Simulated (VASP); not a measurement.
Set up this calculation in VASP 6.6.1, as the native input.

| Property | Result |
| --- | --- |
| Task | single point |
| Functional | revPBE |
| Potentials or basis | VASP PAW PBE potentials, release 64 (Cd, F) |
| Cutoff | 520 eV |
| k mesh | 5 × 5 × 5 |
| Occupations | fermi-dirac, width 0.15 eV |
| Spin | no spin polarisation |
| Dipole correction | no |
| Further INCAR settings | ALGO = Normal; EDIFF = 1e-06; NBANDS = 35 |

The structure of CdF2 lies in POSCAR:

```
CdF2
1.0
    0.0000000000      2.6940000000      2.6940000000
    2.6940000000      0.0000000000      2.6940000000
    8.2747513459      8.2747513459     -2.8867513459
Cd F
2 4
Direct
    0.0000000000      0.0000000000      0.0000000000
    0.1485240592      0.1485240592      0.2772139112
    0.2871310148      0.2871310148      0.0693034778
    0.8613930444      0.8613930444      0.2079104334
    0.4356550740      0.4356550740      0.3465173889
    1.0099171037      1.0099171037      0.4851243445
```

The input as run:

INCAR

```
SYSTEM = CdF2
PREC = Accurate ; ENCUT = 520
EDIFF = 1E-6 ; ISMEAR = -1
SIGMA = 0.15 ; LREAL = .FALSE.
LASPH = .TRUE. ; NELM = 100
ALGO = Normal ; ISIF = 2
LWAVE = .FALSE. ; LCHARG = .TRUE.
GGA = RE ; LELF = .TRUE.
LVHAR = .TRUE. ; NBANDS = 35
```

KPOINTS

```
Automatic mesh
0
G
  5 5 5
  0 0 0
```

Potentials or basis: VASP PAW PBE potentials, release 64 (Cd, F).

Run with:

```sh
$ cat potpaw_PBE.64/Cd/POTCAR potpaw_PBE.64/F/POTCAR > POTCAR
$ mpirun -np 1 vasp_std > vasp.out
```

It gave:

The largest force is 2.531 eV/Å. The band gap on the k mesh is none (metal or under the smearing width).

Caveat: the k mesh is coarse (spacing up to 0.39 Å⁻¹), so the values aren't converged; the PAW data sets were made with another functional, which shifts forces and pressure a little.

Run time: 100 s on 1 thread of Intel(R) Xeon(R) Platinum 8559C (Emerald Rapids), on a shared host, peak memory 0.27 GiB.
